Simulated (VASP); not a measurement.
Calculation: PBE GGA with D4 dispersion, VASP's PBE PAW potentials (set 64) (plane waves; VASP).

Input for VASP

File KPOINTS:
```
k-points along high-symmetry lines
15
Line-mode
Reciprocal
  0.000000   0.000000   0.000000 ! GAMMA
  0.500000   0.000000   0.500000 ! X

  0.500000   0.000000   0.500000 ! X
  0.625000   0.250000   0.625000 ! U

  0.375000   0.375000   0.750000 ! K
  0.000000   0.000000   0.000000 ! GAMMA

  0.000000   0.000000   0.000000 ! GAMMA
  0.500000   0.500000   0.500000 ! L

  0.500000   0.500000   0.500000 ! L
  0.500000   0.250000   0.750000 ! W

  0.500000   0.250000   0.750000 ! W
  0.500000   0.000000   0.500000 ! X
```

### INCAR
```
SYSTEM=BaF2
PREC=Accurate; ENCUT=520; LREAL=.FALSE.
LASPH=.TRUE.; ICHARG=11
EDIFF=1E-7; NELM=100; ALGO=Normal
LMAXMIX=4
ISMEAR=0; SIGMA=0.05
GGA=PE; IVDW=13
LWAVE=.FALSE.; LCHARG=.FALSE.; LORBIT=11
```

### POSCAR
```
BaF2
1
    0.0000000000     3.1263665670     3.1263665670
    3.1263665670     0.0000000000     3.1263665670
    3.1263665670     3.1263665670     0.0000000000
Ba F
1 2
Direct
  0.0000000000   0.0000000000   0.0000000000
  0.2500000000   0.2500000000   0.2500000000
  0.7500000000   0.7500000000   0.7500000000
```

POTCAR, in this order: Ba_sv F (PBE.64 set). Program: vasp_std. Read from the step before: CHGCAR.

Output of the run:

### OSZICAR
```
       N       E                     dE             d eps       ncg     rms          rms(c)
DAV:   1     0.158285918718E+03    0.15829E+03   -0.13061E+04  2880   0.139E+03
DAV:   2    -0.996394095127E+01   -0.16825E+03   -0.16414E+03  3904   0.286E+02
DAV:   3    -0.170057982618E+02   -0.70419E+01   -0.70345E+01  3800   0.672E+01
DAV:   4    -0.171364977905E+02   -0.13070E+00   -0.13067E+00  4104   0.740E+00
DAV:   5    -0.171389602764E+02   -0.24625E-02   -0.24625E-02  3824   0.685E-01
DAV:   6    -0.171390048496E+02   -0.44573E-04   -0.44573E-04  4008   0.714E-02
DAV:   7    -0.171390070293E+02   -0.21797E-05   -0.21796E-05  3864   0.960E-03
DAV:   8    -0.171390071090E+02   -0.79686E-07   -0.79718E-07  2968   0.169E-03
   1 F= -.17481033E+02 E0= -.17481033E+02  d E =-.498710E-20
```

OUTCAR:
```
 val. band max:       -2.1679399359   @ k =   0.2143   0.2143   0.4286

 cond. band min:       4.4797716646   @ k =   0.0000   0.0000   0.0000



 k-point     1 :       0.0000    0.0000    0.0000
  band No.  band energies     occupation
      1     -25.3411      2.00000
      2     -21.0653      2.00000
      3     -21.0473      2.00000
      4     -10.2113      2.00000
      5     -10.2113      2.00000
      6     -10.2113      2.00000
      7      -3.5903      2.00000
      8      -3.5903      2.00000
      9      -3.5903      2.00000
     10      -2.2367      2.00000
     11      -2.2367      2.00000
     12      -2.2367      2.00000
     13       4.4798      0.00000
     14       6.9126      0.00000
     15       6.9126      0.00000
     16       9.0126      0.00000

 k-point     2 :       0.0357    0.0000    0.0357
  band No.  band energies     occupation
      1     -25.3382      2.00000
      2     -21.0668      2.00000
      3     -21.0514      2.00000
      4     -10.2160      2.00000
      5     -10.2160      2.00000
      6     -10.2097      2.00000
      7      -3.5814      2.00000
      8      -3.5814      2.00000
      9      -3.5762      2.00000
     10      -2.2584      2.00000
     11      -2.2349      2.00000
     12      -2.2349      2.00000
     13       4.5196      0.00000
     14       6.8967      0.00000
     15       6.9259      0.00000
     16       8.9904      0.00000

 k-point     3 :       0.0714    0.0000    0.0714
  band No.  band energies     occupation
      1     -25.3297      2.00000
      2     -21.0711      2.00000
      3     -21.0624      2.00000
      4     -10.2300      2.00000
      5     -10.2300      2.00000
      6     -10.2052      2.00000
      7      -3.5549      2.00000
      8      -3.5549      2.00000
      9      -3.5341      2.00000
     10      -2.3214      2.00000
     11      -2.2299      2.00000
     12      -2.2299      2.00000
     13       4.6365      0.00000
     14       6.8499      0.00000
...
```

The density is held fixed in this step, so its total energy and stress have no physical meaning. Unless said otherwise, spin-orbit coupling is left out, though it shifts the bands of the heavy elements here.

The compound is BaF2 in the fluorite structure. It was relaxed first.
